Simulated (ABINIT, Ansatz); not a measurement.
Given: the input of a run of Ansatz 0.2.0 on La2O3. Atoms were shifted at random by some hundredths of an Å from the given cell, which wasn't relaxed again for these runs. The cell is a database's computed one, not the measured one.

input.yaml

```yaml
crystal:
  lattice:
    - [3.930777878, 0.0, 0.0]
    - [-1.965388939, 3.404153499, 0.0]
    - [0.0, 0.0, 6.11195352]
  atoms:
    - { symbol: La, position: [0.339467, 0.658808, 0.24598] }
    - { symbol: La, position: [0.675463, 0.338737, 0.755228] }
    - { symbol: O, position: [0.005562, 0.002475, -0.003356] }
    - { symbol: O, position: [0.336211, 0.664329, 0.650156] }
    - { symbol: O, position: [0.671944, 0.326646, 0.356986] }
hamiltonian:
  xc: pbe
  pseudopotentials: { kind: paw }
kpoints:
  mp_grid: { grid: [8, 8, 5] }
scf:
  occupations: { method: fermi_dirac, width: 0.05 }
output:
  forces: true
  stress: true
  eigenvalues: true
```

Potentials or basis: Ansatz PAW.

Run with:

```console
$ ansatz run input.yaml --threads 2 --pin off --max-ram 5120MiB --backend cpu --events-out ev --progress --plain --runs-dir out
```

Question: What does the same run look like in ABINIT 10.8.3 (patched build)? Potentials or basis there: JTH PAW PBE v2.0, cutoff 626 eV.

Answer: As run (cutoffs and basis follow the program's own potentials, and thresholds, step limits or extra output files can differ):

File run.abi:

```
# Pseudopotentials
pp_dirpath "./"
pseudos "La.GGA_PBE-JTH.xml, O.GGA_PBE-JTH.xml"

# Structure
acell 3*1.0 Angstrom
rprim
     3.9307778780     0.0000000000     0.0000000000
    -1.9653889390     3.4041534990     0.0000000000
     0.0000000000     0.0000000000     6.1119535200
ntypat 2
znucl 57 8
natom 5
typat 1 1 2 2 2
xred
     0.3394670000     0.6588080000     0.2459800000
     0.6754630000     0.3387370000     0.7552280000
     0.0055620000     0.0024750000    -0.0033560000
     0.3362110000     0.6643290000     0.6501560000
     0.6719440000     0.3266460000     0.3569860000
chkprim 0
chksymtnons 0
tolsym 1.0e-6

# Plane-wave basis
ecut 23.0
pawecutdg 45.0
pawxcdev 0

# k points
kptopt 1
ngkpt 8 8 5
nshiftk 1
shiftk 0.0 0.0 0.0

# Exchange and correlation
ixc 11

# Bands and occupations
nband 27
occopt 3
tsmear 0.05 eV

# SCF cycle
nstep 100
tolvrs 1.0e-9

# Output
iomode 3
prtwf 0
prtden 0
prteig 0
prtebands 0
enunit 1
```

Potentials or basis: JTH PAW PBE v2.0.

The run is started by

```bash
$ abinit run.abi > log 2>&1
```

Both were run:

|  | Ansatz | ABINIT |
| --- | --- | --- |
| Pressure | 1.8 GPa | 2.7 GPa |

Ansatz's pressure holds a Pulay term of +0.43 GPa for its cutoff of 420 eV, which the other run lacks.

Where Ansatz's input types no cutoff or centring, it takes its own default and a Γ-centred mesh.

Pressure is positive in compression.
